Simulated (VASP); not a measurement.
MoSe2:

```
Mo Se
1.0
     3.32226    0.00000    0.00000
    -1.66113    2.87716    0.00000
     0.00000    0.00000   13.54296
Mo Se
2 4
Direct
  0.66667 0.33333 0.75000
  0.33333 0.66667 0.25000
  0.33333 0.66667 0.87222
  0.66667 0.33333 0.37222
  0.33333 0.66667 0.62778
  0.66667 0.33333 0.12778
```

The cell is a database's computed one.

- Program: VASP 6.6.1
- Task: relaxation of cell and atoms
- Functional: LDA
- Potentials or basis: VASP PAW LDA potentials, release 64 (Mo_sv, Se)
- Cutoff: 600 eV
- k mesh: 9 × 9 × 2
- Occupations: gaussian, width 0.02 eV
- Spin: no spin polarisation

At the start: pressure -5.0 GPa; volume 21.58 Å³/atom.

Problem. Where does the relaxation end?

Solution. Over 24 steps the energy falls by 24.5 meV/atom and the volume is 19.48 Å³/atom (-9.7 %); space group P6_3/mmc (No. 194, to 0.05 Å).

The path:
```tsv
step	energy change (eV)	largest force (eV/Å)	pressure (GPa)	volume (Å³)
1	0.0000	0.2746	-5.01	129.45
2	0.1503	1.5653	9.90	117.22
3	-0.0835	0.3527	-0.17	124.68
4	-0.1039	0.1043	-0.22	123.44
5	-0.1040	0.0848	-0.22	123.34
6	-0.1080	0.1128	0.02	122.73
7	-0.1172	0.1994	0.82	120.89
8	-0.1198	0.3792	2.64	117.25
9	-0.1214	0.3181	1.96	118.54
10	-0.1221	0.3141	1.95	118.49
11	-0.1240	0.3029	1.91	118.34
12	-0.1276	0.2801	1.82	118.03
13	-0.1337	0.2349	1.65	117.41
14	-0.1415	0.1443	1.37	116.17
15	-0.1348	0.0429	1.05	113.69
16	-0.1427	0.1043	1.31	115.46
17	-0.1427	0.0902	1.28	115.28
18	-0.1450	0.0529	0.86	115.74
19	-0.1468	0.0127	0.17	116.56
20	-0.1469	0.0248	0.04	116.71
21	-0.1470	0.0182	0.04	116.73
22	-0.1473	0.0018	0.04	116.81
23	-0.1473	0.0101	0.04	116.84
24	-0.1473	0.0046	0.00	116.87
```

Final structure:
```
Mo Se
1.0
     3.25185    0.00000    0.00000
    -1.62593    2.81619    0.00000
     0.00000    0.00000   12.76204
Mo Se
2 4
Direct
  0.66667 0.33333 0.75000
  0.33333 0.66667 0.25000
  0.33333 0.66667 0.88010
  0.66667 0.33333 0.38010
  0.33333 0.66667 0.61990
  0.66667 0.33333 0.11990
```
